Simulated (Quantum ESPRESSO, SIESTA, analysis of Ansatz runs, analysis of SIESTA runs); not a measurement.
# KI (Fm-3m):V_I, a ladder of methods on one cell (SIESTA), part 4 of 5

Question: at which Fermi levels does V_I in KI (Fm-3m) change its charge, and how much of the answer depends on the basis and the mesh? The model is a cell of 54 host atoms with 1 I taken out.

SIESTA 5.4.2; SIESTA numerical-orbital DFT, PBEsol, DZP basis, PseudoDojo 0.4.1 potentials converted to PSML; charged supercells in a uniform background, point-charge correction with alignment at far sites.

So far. Step 7 (SIESTA, PBEsol, DZP, mesh 300 Ry, energy shift 0.002 …): Against the first level the gap goes from 3.78 to 3.80 eV, and the level that moves most, (+1/0), from 3.03 to 3.01 eV.

## Step 8: SIESTA, PBEsol, SZP, mesh 300 Ry, energy shift 0.005 Ry, with orbitals at the vacancy, k = ¼

Level of this step: SIESTA numerical-orbital DFT, PBEsol, SZP basis, PseudoDojo 0.4.1 potentials converted to PSML; single point of a defect supercell at fixed charge in a uniform background (SIESTA).

The basis is cut down to SZP on the same structures. It is cheaper, and shows which numbers a minimal description loses first.

File defect.fdf:

```
SystemName                      K27I26
SystemLabel                     defect
NumberOfSpecies                 3
NumberOfAtoms                   54
%block ChemicalSpeciesLabel
  1   19 K
  2   53 I
  3  -53 I_ghost
%endblock ChemicalSpeciesLabel
LatticeConstant                 1.0 Ang
%block LatticeVectors
     0.000000000    10.627308000    10.627308000
    10.627308000     0.000000000    10.627308000
    10.627308000    10.627308000     0.000000000
%endblock LatticeVectors
AtomicCoordinatesFormat         Fractional
%block AtomicCoordinatesAndAtomicSpecies
    -0.000024653     0.001248294    -0.000831725  1
     0.167141999     0.166978175     0.166971683  2
    -0.000438446     0.000756589     0.333145468  1
[... 25 atom lines left out ...]
     0.499811664     0.500262108     0.836064928  2
[... 3 atom lines left out ...]
     0.500152296     0.834730536     0.499892588  2
[... 1 atom line left out ...]
     0.500467287     0.833068826     0.832955909  2
[... 9 atom lines left out ...]
     0.835810536     0.500942948     0.499163382  2
[... 1 atom line left out ...]
     0.833066238     0.499921476     0.832939584  2
[... 3 atom lines left out ...]
     0.832727583     0.833364715     0.501070026  2
[... 2 atom lines left out ...]
     0.500185334     0.499480832     0.499067909  3
%endblock AtomicCoordinatesAndAtomicSpecies
%block kgrid.MonkhorstPack
    1   0   0  0.25
    0   1   0  0.25
    0   0   1  0.25
%endblock kgrid.MonkhorstPack
XC.Functional                   GGA
XC.Authors                      PBEsol
PAO.BasisSize                   SZP
PAO.EnergyShift                 0.005 Ry
Mesh.Cutoff                     300 Ry
NetCharge                       -1.0
OccupationFunction              FD
ElectronicTemperature           0.01 eV
MaxSCFIterations                150
SCF.MustConverge                true
SCF.Mixer.Method                Pulay
SCF.Mixer.Weight                0.2
SCF.Mixer.History               10
SCF.DM.Tolerance                1.0e-4
SCF.H.Tolerance                 1.0e-3 eV
WriteForces                     true
Charge.Mulliken                 end
SaveRho                         true
SaveElectrostaticPotential      true
Charge.Hirshfeld                end
Charge.Voronoi                  end
```

Command:

```console
OMP_NUM_THREADS=1 siesta defect.fdf > defect.out
```

The program printed:

```text
Version         : 5.4.2

                           ***********************
                           *  WELCOME TO SIESTA  *
                           ***********************

[...]
reinit: Reading from file defect.fdf

reinit: -----------------------------------------------------------------------
reinit: System Name: K27I26
reinit: -----------------------------------------------------------------------
reinit: System Label: defect
reinit: -----------------------------------------------------------------------

initatom: Reading input for the pseudopotentials and atomic orbitals ----------
Species number:   1 Atomic number:   19 Label: K
Species number:   2 Atomic number:   53 Label: I
Species number:   3 Atomic number:  -53 Label: I_ghost (floating PAOs)

[... pseudopotential checks and orbital generation ...]

prinput: Basis input

PAO.BasisType split

%block ChemicalSpeciesLabel
    1   19 K                       # Species index, atomic number, species label
    2   53 I                       # Species index, atomic number, species label
    3  -53 I_ghost                 # Species index, atomic number, species label
%endblock ChemicalSpeciesLabel

%block PAO.Basis                 # Define Basis set
# WARNING: This information might be incomplete!
K                     4                    # Species label, number of l-shells
 n=3   0   1                         # n, l, Nzeta
   3.714
   1.000
 n=4   0   1                         # n, l, Nzeta
  10.978
[...]
n=3   1   1                         # n, l, Nzeta
[...]
n=4   1   1                         # n, l, Nzeta
[...]
I                     2                    # Species label, number of l-shells
 n=5   0   1                         # n, l, Nzeta
[...]
(Free)E + p*V (eV/cell)   -31259.9036
Target enthalpy (eV/cell)   -31260.7870
[...]
siesta: Final energy (eV):
siesta:  Band Struct. =   -6968.898328
siesta:       Kinetic =    9766.470040
siesta:       Hartree =    7086.721572
siesta:         Exch. =   -6810.984143
siesta:         Corr. =    -654.765830
siesta:   Exch.-corr. =   -7465.749973
siesta:  Ion-electron =  -24312.833587
siesta:       Ion-ion =  -16335.395057
siesta:         Total =  -31260.787006
siesta:         Fermi =      -2.540579
[...]
siesta: Atomic forces (eV/Ang):
siesta:      1   -0.001093   -0.001725   -0.009940
siesta:      2   -0.005392   -0.007447   -0.009236
siesta:      3    0.002351    0.008987   -0.005782
[...]
siesta:     53    0.001773   -0.001218    0.004435
siesta:     54   -0.000198    0.000234   -0.000124
siesta: ----------------------------------------
siesta:    Tot   -0.000210   -0.006665   -0.002234
[...]
siesta: Stress tensor (static) (eV/Ang**3):
siesta:    -0.000366   -0.000037   -0.000037
siesta:    -0.000037   -0.000366   -0.000037
siesta:    -0.000037   -0.000037   -0.000372
[...]
siesta: Cell volume =       2400.489430 Ang**3
[...]
siesta: Pressure (static):
siesta:                Solid            Molecule  Units
siesta:           0.00000401          0.00000447  Ry/Bohr**3
siesta:           0.00036800          0.00041003  eV/Ang**3
siesta:           0.58960750          0.65693440  kBar
[...]
mulliken: Qtot =      426.000

Mulliken Atomic Populations:
Atom #   charge [q] valence [e]  Species
     1     0.170529    8.829471  K
     2    -0.210745    7.210745  I
     3     0.166818    8.833182  K
     4    -0.211033    7.211033  I
     5     0.166652    8.833348  K
     6    -0.207977    7.207977  I
[...]
50     0.087252    8.912748  K
    51    -0.211069    7.211069  I
    52     0.205766    8.794234  K
    53    -0.210440    7.210440  I
    54     6.996702    0.003298  I_ghost
 Total     6.000000

[...]
Job completed
```

It took 1.8 min on 1 MPI rank of Arm Neoverse V2, shared host; peak memory 1 GiB.

On the kept structures the largest force at this level is 0.04 eV/Å, so they are close to rest here too.

By state, in eV; the first energy still holds the atoms taken out or put in:

```
charge  moment (μB)  energy over the host, electrons at the valence top  point-charge term  potential shift at far sites  its spread  correction
    −1            0                                             359.111              0.282                         0.058       0.010       0.224
     0            1                                             355.467              0.000                             -           -       0.000
    +1            0                                             352.104              0.282                         0.026       0.031       0.308
```

Against the first level the gap goes from 3.78 to 3.96 eV, and the level that moves most, (0/−1), from 3.80 to 3.87 eV; counted from the conduction bottom it moves by 0.11 eV, so it follows the valence band more closely, by this count alone (no common zero is set between the two levels of method).

## Step 9: SIESTA, PBEsol, TZP, mesh 300 Ry, energy shift 0.005 Ry, with orbitals at the vacancy, k = ¼

The basis is enlarged to TZP on the same structures. If the levels stay put, the first basis was large enough for them.

defect.fdf, as its differences from that of step 8:

```diff
@@ -42,3 +42,3 @@
 XC.Authors                      PBEsol
-PAO.BasisSize                   SZP
+PAO.BasisSize                   TZP
 PAO.EnergyShift                 0.005 Ry
```

The program printed:

```text
Version         : 5.4.2

                           ***********************
                           *  WELCOME TO SIESTA  *
                           ***********************

[...]
reinit: Reading from file defect.fdf

reinit: -----------------------------------------------------------------------
reinit: System Name: K27I26
reinit: -----------------------------------------------------------------------
reinit: System Label: defect
reinit: -----------------------------------------------------------------------

initatom: Reading input for the pseudopotentials and atomic orbitals ----------
Species number:   1 Atomic number:   19 Label: K
Species number:   2 Atomic number:   53 Label: I
Species number:   3 Atomic number:  -53 Label: I_ghost (floating PAOs)

[... pseudopotential checks and orbital generation ...]

prinput: Basis input

PAO.BasisType split

%block ChemicalSpeciesLabel
    1   19 K                       # Species index, atomic number, species label
    2   53 I                       # Species index, atomic number, species label
    3  -53 I_ghost                 # Species index, atomic number, species label
%endblock ChemicalSpeciesLabel

%block PAO.Basis                 # Define Basis set
# WARNING: This information might be incomplete!
K                     4                    # Species label, number of l-shells
 n=3   0   1                         # n, l, Nzeta
   3.714
   1.000
 n=4   0   3                         # n, l, Nzeta
  10.978      8.237      9.068
   1.000      1.000      1.000
 n=3   1   1                         # n, l, Nzeta
   4.378
   1.000
 n=4   1   1                         # n, l, Nzeta
  10.978
   1.000
I                     2                    # Species label, number of l-shells
[...]
1   -0.001039   -0.001562   -0.009698
     2   -0.006062   -0.008308   -0.009815
     3   -0.000281    0.006328   -0.004605
[...]
53    0.002496   -0.000541    0.005008
    54    0.000777    0.000605    0.000334
   Tot    0.000248   -0.003351   -0.001460
   Max    0.016333
   Res    0.005638    sqrt( Sum f_i^2 / 3N )
   Max    0.016333    constrained
[...]
Stress tensor Voigt[x,y,z,yz,xz,xy] (kbar):        0.04        0.03        0.03        0.09        0.09        0.09
(Free)E + p*V (eV/cell)   -31263.9150
Target enthalpy (eV/cell)   -31263.8665
[...]
siesta: Final energy (eV):
siesta:  Band Struct. =   -6984.209840
siesta:       Kinetic =    9757.300180
siesta:       Hartree =    7073.942925
siesta:         Exch. =   -6805.632471
siesta:         Corr. =    -654.613150
siesta:   Exch.-corr. =   -7460.245621
siesta:  Ion-electron =  -24299.468922
siesta:       Ion-ion =  -16335.395057
siesta:         Total =  -31263.866495
siesta:         Fermi =      -2.822147
[...]
siesta: Stress tensor (static) (eV/Ang**3):
siesta:     0.000022    0.000058    0.000058
siesta:     0.000058    0.000021    0.000057
siesta:     0.000058    0.000057    0.000017
[...]
siesta: Cell volume =       2400.489430 Ang**3
[...]
siesta: Pressure (static):
siesta:                Solid            Molecule  Units
siesta:          -0.00000022          0.00000134  Ry/Bohr**3
siesta:          -0.00002020          0.00012316  eV/Ang**3
siesta:          -0.03236934          0.19733166  kBar
[...]
mulliken: Qtot =      426.000

Mulliken Atomic Populations:
Atom #   charge [q] valence [e]  Species
     1     0.033749    8.966251  K
     2    -0.059291    7.059291  I
     3     0.005208    8.994792  K
     4    -0.059334    7.059334  I
     5     0.004279    8.995721  K
     6    -0.052685    7.052685  I
[...]
50    -0.014634    9.014634  K
    51    -0.059510    7.059510  I
    52     0.042381    8.957619  K
    53    -0.058567    7.058567  I
    54     6.992913    0.007087  I_ghost
 Total     6.000000

[...]
Job completed
```

Wall time 2.8 min (1 MPI rank); peak memory 1.2 GiB.

On the kept structures the largest force at this level is 0.03 eV/Å, so they are close to rest here too.

By state, in eV; the first energy still holds the atoms taken out or put in:

```csv
charge,moment (μB),"energy over the host, electrons at the valence top",point-charge term,potential shift at far sites,its spread,correction
−1,0,359.048,0.282,0.071,0.009,0.210
0,1,355.462,0.000,-,-,0.000
+1,0,352.145,0.282,0.024,0.030,0.306
```

Against the first level the gap goes from 3.78 to 3.77 eV, and the level that moves most, (+1/0), from 3.03 to 3.01 eV.

## Step 10: SIESTA, PBEsol, DZP, mesh 300 Ry, energy shift 0.005 Ry, without orbitals at the vacancy, k = ¼

Basis functions at the vacant site are taken away. Electrons trapped in a vacancy have no atom to sit on, so a basis that only follows atoms may describe them poorly.

File defect.fdf:

```
SystemName                      K27I26
SystemLabel                     defect
NumberOfSpecies                 2
NumberOfAtoms                   53
%block ChemicalSpeciesLabel
  1   19 K
  2   53 I
%endblock ChemicalSpeciesLabel
LatticeConstant                 1.0 Ang
%block LatticeVectors
     0.000000000    10.627308000    10.627308000
    10.627308000     0.000000000    10.627308000
    10.627308000    10.627308000     0.000000000
%endblock LatticeVectors
AtomicCoordinatesFormat         Fractional
%block AtomicCoordinatesAndAtomicSpecies
    -0.000024653     0.001248294    -0.000831725  1
     0.167141999     0.166978175     0.166971683  2
[... 25 atom lines left out ...]
     0.340150770     0.340510316     0.659510574  1
[... 3 atom lines left out ...]
     0.339881135     0.660552183     0.339175970  1
[... 1 atom line left out ...]
     0.340093935     0.659689547     0.660340417  1
[... 9 atom lines left out ...]
     0.659660000     0.340020163     0.340194525  1
[... 1 atom line left out ...]
     0.659950996     0.341104304     0.659301631  1
[... 3 atom lines left out ...]
     0.660068947     0.660323480     0.339489455  1
[... 2 atom lines left out ...]
     0.832941607     0.832752848     0.833443615  2
%endblock AtomicCoordinatesAndAtomicSpecies
%block kgrid.MonkhorstPack
    1   0   0  0.25
    0   1   0  0.25
    0   0   1  0.25
%endblock kgrid.MonkhorstPack
XC.Functional                   GGA
XC.Authors                      PBEsol
PAO.BasisSize                   DZP
PAO.EnergyShift                 0.005 Ry
Mesh.Cutoff                     300 Ry
NetCharge                       -1.0
OccupationFunction              FD
ElectronicTemperature           0.01 eV
MaxSCFIterations                150
SCF.MustConverge                true
SCF.Mixer.Method                Pulay
SCF.Mixer.Weight                0.2
SCF.Mixer.History               10
SCF.DM.Tolerance                1.0e-4
SCF.H.Tolerance                 1.0e-3 eV
WriteForces                     true
Charge.Mulliken                 end
SaveRho                         true
SaveElectrostaticPotential      true
Charge.Hirshfeld                end
Charge.Voronoi                  end
```

The program printed:

```text
Version         : 5.4.2

                           ***********************
                           *  WELCOME TO SIESTA  *
                           ***********************

[...]
reinit: Reading from file defect.fdf

reinit: -----------------------------------------------------------------------
reinit: System Name: K27I26
reinit: -----------------------------------------------------------------------
reinit: System Label: defect
reinit: -----------------------------------------------------------------------

initatom: Reading input for the pseudopotentials and atomic orbitals ----------
Species number:   1 Atomic number:   19 Label: K
Species number:   2 Atomic number:   53 Label: I

[... pseudopotential checks and orbital generation ...]

prinput: Basis input

PAO.BasisType split

%block ChemicalSpeciesLabel
    1   19 K                       # Species index, atomic number, species label
    2   53 I                       # Species index, atomic number, species label
%endblock ChemicalSpeciesLabel

%block PAO.Basis                 # Define Basis set
# WARNING: This information might be incomplete!
K                     4                    # Species label, number of l-shells
 n=3   0   1                         # n, l, Nzeta
   3.714
   1.000
 n=4   0   2                         # n, l, Nzeta
  10.978      8.237
   1.000      1.000
 n=3   1   1                         # n, l, Nzeta
   4.378
   1.000
 n=4   1   1                         # n, l, Nzeta
  10.978
   1.000
I                     2                    # Species label, number of l-shells
 n=5   0   2                         # n, l, Nzeta
   5.078      3.466
   1.000      1.000
 n=5   1   2 P   1                   # n, l, Nzeta, Polarization, NzetaPol
   6.432      4.444
   1.000      1.000
[...]
siesta: Atomic forces (eV/Ang):
     1   -0.001075   -0.001474   -0.009949
     2   -0.005876   -0.008013   -0.009599
     3    0.000031    0.006492   -0.004610
[...]
52   -0.000964    0.002345   -0.001561
    53    0.002321   -0.000662    0.004856
   Tot   -0.000285   -0.004640   -0.001876
   Max    0.014597
   Res    0.005157    sqrt( Sum f_i^2 / 3N )
   Max    0.014597    constrained
[...]
Stress tensor Voigt[x,y,z,yz,xz,xy] (kbar):       -0.95       -0.95       -0.96        0.13        0.13        0.13
(Free)E + p*V (eV/cell)   -31261.4003
Target enthalpy (eV/cell)   -31262.8329
[...]
siesta: Final energy (eV):
siesta:  Band Struct. =   -6984.363999
siesta:       Kinetic =    9758.505063
siesta:       Hartree =    7072.510955
siesta:         Exch. =   -6804.804515
siesta:         Corr. =    -654.690394
siesta:   Exch.-corr. =   -7459.494909
siesta:  Ion-electron =  -24298.958909
siesta:       Ion-ion =  -16335.395057
siesta:         Total =  -31262.832858
siesta:         Fermi =      -2.790185
[...]
siesta: Stress tensor (static) (eV/Ang**3):
siesta:    -0.000595    0.000081    0.000082
siesta:     0.000081   -0.000596    0.000081
siesta:     0.000082    0.000081   -0.000600
[...]
siesta: Cell volume =       2400.489430 Ang**3
[...]
siesta: Pressure (static):
siesta:                Solid            Molecule  Units
siesta:           0.00000650          0.00000745  Ry/Bohr**3
siesta:           0.00059677          0.00068371  eV/Ang**3
siesta:           0.95613410          1.09541956  kBar
[...]
mulliken: Qtot =      426.000

Mulliken Atomic Populations:
Atom #   charge [q] valence [e]  Species
     1     0.129099    8.870901  K
     2    -0.162950    7.162950  I
     3     0.111330    8.888670  K
     4    -0.162928    7.162928  I
     5     0.110702    8.889298  K
     6    -0.159004    7.159004  I
[...]
50     0.069060    8.930940  K
    51    -0.163033    7.163033  I
    52     0.141078    8.858922  K
    53    -0.162099    7.162099  I
 Total    -1.000000

[...]
Job completed
```

Elapsed: 2.2 min, on 1 MPI rank; peak memory 1.1 GiB.

On the kept structures the largest force at this level is 0.05 eV/Å, so they are close to rest here too.

By state, in eV; the first energy still holds the atoms taken out or put in:

```csv
charge,moment (μB),"energy over the host, electrons at the valence top",point-charge term,potential shift at far sites,its spread,correction
−1,0,359.094,0.282,0.072,0.010,0.209
0,1,355.503,0.000,-,-,0.000
+1,0,352.157,0.282,0.026,0.032,0.308
```

Against the first level the gap goes from 3.78 to 3.78 eV, and the level that moves most, (+1/0), from 3.03 to 3.04 eV.

[end of part 4 of 5]

[Logs are printed without paths, hosts, clocks, repeated set-up lines and the standing remarks that a program may print on its own settings, such as how far it seeks lower states.]

[Hosts, paths, dates, database ids (printed as entryN), source tags and the programs' standing remarks are cut or masked in the printed files.]

[For some hosts the program warned that the k-mesh of the response run may be too coarse for force constants and the static dielectric constant; such warnings are not shown here.]

[Charge tables in the logs are Mulliken or Hirshfeld populations, whose sizes and signs can differ; where basis functions stand at a vacancy, SIESTA counts their charge against the missing atom's valence.]

[In relaxation paths of CP2K, step 0 can be the structure after the first move, since the trajectory file begins there, and the last row can be the final structure solved once more.]
